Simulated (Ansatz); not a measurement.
# SiC: the cost of one run

Program: Ansatz 0.2.0. Level of theory: DFT PBEsol, scalar-relativistic, plane waves, PAW. These are calculated values, not measurements.

The COD entry's cell or inner coordinates are ideal or old and differ from later refinements, so a difference from it is no clean test against experiment.

### 1 The system as given

The structure is cubic, space group F-43m (No. 216). Conventional cell: a = 4.348 Å, b = 4.348 Å, c = 4.348 Å, α = 90.00°, β = 90.00°, γ = 90.00°. Si (site symmetry -43m) is surrounded by 4 C at 1.88 Å. C (site symmetry -43m) is surrounded by 4 Si at 1.88 Å.

Coordinates:

```cif
data_structure
_symmetry_space_group_name_H-M 'P 1'
_symmetry_Int_Tables_number 1
_cell_length_a 3.0745
_cell_length_b 3.0745
_cell_length_c 3.0745
_cell_angle_alpha 60.000
_cell_angle_beta 60.000
_cell_angle_gamma 60.000
_cell_volume 20.55
loop_
_atom_site_label
_atom_site_type_symbol
_atom_site_fract_x
_atom_site_fract_y
_atom_site_fract_z
_atom_site_occupancy
Si1 Si 0.00000 0.00000 0.00000 1
C1 C 0.75000 0.75000 0.75000 1
```

The cell is taken as given, not relaxed at this level.

### 2 The reference: the undisturbed cell on the scan's mesh

Input file input.yaml:

```yaml
crystal:
  lattice:
    - [0.0, 2.174, 2.174]
    - [2.174, 0.0, 2.174]
    - [2.174, 2.174, 0.0]
  atoms:
    - { symbol: Si, position: [0.0, 0.0, 0.0] }
    - { symbol: C, position: [0.75, 0.75, 0.75] }
basis:
  ecutwfc: 420
kpoints:
  mp_grid: { grid: [12, 12, 12] }
hamiltonian:
  xc: pbesol
scf:
  occupations: { method: gaussian, width: 0.05 }
output:
  forces: true
  stress: true
  eigenvalues: true
```

Started as:

```sh
ansatz run input.yaml --threads 1 --pin off --max-ram 1228MiB --backend cpu --events-out ev --progress --plain --runs-dir out
```

Q: Estimate wall time and peak memory on 1 thread of an Arm CPU, shared host.

About 1.8 s, with a peak of 0.27 GiB.
